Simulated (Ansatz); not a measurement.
# InSe: stress in a strained cell

Aim: deform InSe (equal xx and yy strain of -3 %) and compute stress, forces and field gradients with LAPW, PAW and all-electron datasets made for the crystal.

A COD entry behind a cell of this session may itself be a prediction, so a difference from it is no test against experiment.

Computed with Ansatz 0.2.0 (DFT PBE, scalar-relativistic, unless a step's input says otherwise).

### 1 Starting point

It takes space group R3m (No. 160, trigonal). Conventional cell: a = 4.000 Å, b = 4.000 Å, c = 24.950 Å, α = 90.00°, β = 90.00°, γ = 120.00°. In (site symmetry 3m) has 3 Se at 2.64 Å and 1 In at 2.80 Å as nearest neighbours. Se (site symmetry 3m) has 3 In at 2.64 Å as nearest neighbours.

Coordinates:

```xyz
4
Lattice="2.0000 1.1547 8.3167 -2.0000 1.1547 8.3167 0.0000 -2.3094 8.3167" Properties=species:S:1:pos:R:3 pbc="T T T"
In    0.0000    0.0000    0.0000
In    0.0000    0.0000    2.7994
Se    0.0000    0.0000   15.3567
Se    0.0000    0.0000   20.7085
```

Atoms are numbered in the order of the input: In1, In2, Se3, Se4.

### 2 The deformed structure

Space group R3m before, R3m after.

### 3 All-electron LAPW

The input, input.yaml:

```yaml
crystal:
  lattice:
    - [1.9399996608, 1.1200593264, 8.31667]
    - [-1.9399996608, 1.1200593264, 8.31667]
    - [0.0, -2.2401186528, 8.31667]
  atoms:
    - { symbol: In, position: [0.0, 0.0, 0.0] }
    - { symbol: In, position: [0.1122, 0.1122, 0.1122] }
    - { symbol: Se, position: [0.6155, 0.6155, 0.6155] }
    - { symbol: Se, position: [0.83, 0.83, 0.83] }
kpoints:
  mp_grid: { grid: [7, 7, 7] }
  band_path:
    path:
      - [0.0, 0.0, 0.0]
      - [-0.5, -0.5, -0.5]
      - [-0.5, -0.1787584917, -0.8212415083]
      - [-0.1787584917, 0.1787584917, -0.5]
      - [0.0, 0.0, -0.5]
      - [0.0, 0.0, 0.0]
      - [0.0, 0.3393792459, -0.3393792459]
      - [-0.3393792459, 0.0, -0.6606207541]
      - [-0.5, 0.0, -0.5]
    npoints: 5
scf:
  occupations: { method: fermi_dirac, width: 0.01 }
hamiltonian:
  xc: pbe
  pseudopotentials: { kind: all_electron, lapw: { basis_error: 0.001 } }
output:
  forces: true
  stress: true
  eigenvalues: true
```

Run with:

```console
$ ansatz run input.yaml --threads 1 --pin off --max-ram 4096MiB --backend cpu --events-out ev --progress --plain --runs-dir out
```

### 4 PAW on the default files

The input, input.yaml:

```yaml
crystal:
  lattice:
    - [1.9399996608, 1.1200593264, 8.31667]
    - [-1.9399996608, 1.1200593264, 8.31667]
    - [0.0, -2.2401186528, 8.31667]
  atoms:
    - { symbol: In, position: [0.0, 0.0, 0.0] }
    - { symbol: In, position: [0.1122, 0.1122, 0.1122] }
    - { symbol: Se, position: [0.6155, 0.6155, 0.6155] }
    - { symbol: Se, position: [0.83, 0.83, 0.83] }
kpoints:
  mp_grid: { grid: [7, 7, 7] }
scf:
  occupations: { method: fermi_dirac, width: 0.01 }
hamiltonian:
  xc: pbe
  pseudopotentials: { kind: paw }
output:
  forces: true
  stress: true
  eigenvalues: true
  efg: { contact_densities: true }
  write_density: true
  write_potential: true
  elf: true
  volumetric_format: npy
```

### 5 All-electron PAW on datasets made for the crystal

input.yaml, as its differences from that of step 4:

```diff
@@ -16,3 +16,3 @@
   xc: pbe
-  pseudopotentials: { kind: paw }
+  pseudopotentials: { kind: all_electron, datasets: crystal }
 output:
@@ -22,5 +22 @@
   efg: { contact_densities: true }
-  write_density: true
-  write_potential: true
-  elf: true
-  volumetric_format: npy
```

(Steps that only read results are left out.)

Q: Predict the outcome of this session. Wanted: pressure; largest shear or deviatoric stress.

As calculated:

| quantity | value |
| --- | --- |
| pressure | LAPW 7.05, PAW 7.04, crystal datasets 7.04 GPa |
| largest shear or deviatoric stress (LAPW) | 2.19 GPa |

In words: The largest part of the stress beyond the pressure is 2.19 GPa in size, in the zz component; the atoms are carried along and not relaxed. No run of the undeformed cell stands beside it, so the pressure holds what the given cell had before the change. PAW: stress within 0.01 GPa of LAPW, forces within 1 meV/Å. Crystal datasets: stress within 0.01 GPa of LAPW, forces within 1 meV/Å.
